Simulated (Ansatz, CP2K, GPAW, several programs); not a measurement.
**KNbO3 from cheap methods to r2SCAN**

How much accuracy does each second buy? KNbO3 is computed with 6 methods, from the cheapest up to r2SCAN.

Computed with CP2K, Ansatz, GPAW (versions at each run) (no spin polarisation, static lattice; gaps from single points on the cell relaxed beforehand with r²SCAN, unless a step's input says otherwise).

**1. The system as given**

It takes space group Pm-3m (No. 221, cubic). The conventional cell has a = 3.996 Å, b = 3.996 Å, c = 3.996 Å, α = 90.00°, β = 90.00°, γ = 90.00°. Around K (site symmetry m-3m) lie 12 O at 2.83 Å. Nb (site symmetry m-3m) is surrounded by 6 O at 2.00 Å. O (site symmetry 4/mmm) has 2 Nb at 2.00 Å and 4 K at 2.83 Å as nearest neighbours.

As a file:

```
K Nb O
1.0
     3.99645    0.00000    0.00000
     0.00000    3.99645    0.00000
     0.00000    0.00000    3.99645
K Nb O
1 1 3
Direct
  0.00000 0.00000 0.00000
  0.50000 0.50000 0.50000
  0.50000 0.50000 0.00000
  0.50000 0.00000 0.50000
  0.00000 0.50000 0.50000
```

The structure type (cubic perovskite) is imposed and need not be the compound's stable one.

**Question.** The methods are PBE/DZVP, PBE/SZV, coarse PBE, GLLB-SC, PBE, r2SCAN. What gap does r2SCAN give on this cell, and which other methods (full PBE left aside) come nearest to r2SCAN and farthest in gap, volume and bulk modulus?

| quantity | value |
| --- | --- |
| r2SCAN | gap 1.95 eV, 12.77 Å³/atom, B₀ 195 GPa |
| gap: nearest and farthest of the other methods | PBE/DZVP (-0.50 eV), GLLB-SC (+1.49 eV) |
| volume: nearest and farthest of the other methods | PBE/DZVP (+2.5 %), PBE/SZV (+6.9 %) |
| bulk modulus: nearest and farthest of the other methods | PBE/DZVP (-10 %), PBE/SZV (-14 %) |

What this shows: For the gap, of the 4 methods compared (full PBE left aside), PBE/DZVP comes nearest to r2SCAN and GLLB-SC is farthest. For the volume, of the 2 methods compared (full PBE left aside), PBE/DZVP comes nearest to r2SCAN and PBE/SZV is farthest. Among the 2 methods compared for the bulk modulus (full PBE left aside), PBE/DZVP is nearest to r2SCAN and PBE/SZV farthest. A minimal basis or a coarse cutoff and mesh shifts results by its own error, so closeness to r2SCAN can be chance. GLLB-SC is compared with its derivative discontinuity added. No volume is given for coarse PBE, which can hide a larger miss. CPU times run from 1.4 s (coarse PBE) to 84 s (PBE/DZVP). On this cell PBE/DZVP, PBE/SZV, GLLB-SC cost more than r2SCAN itself (11 s), so they are no saving here. r2SCAN is a yardstick, not the truth: it usually gives gaps below the measured ones.
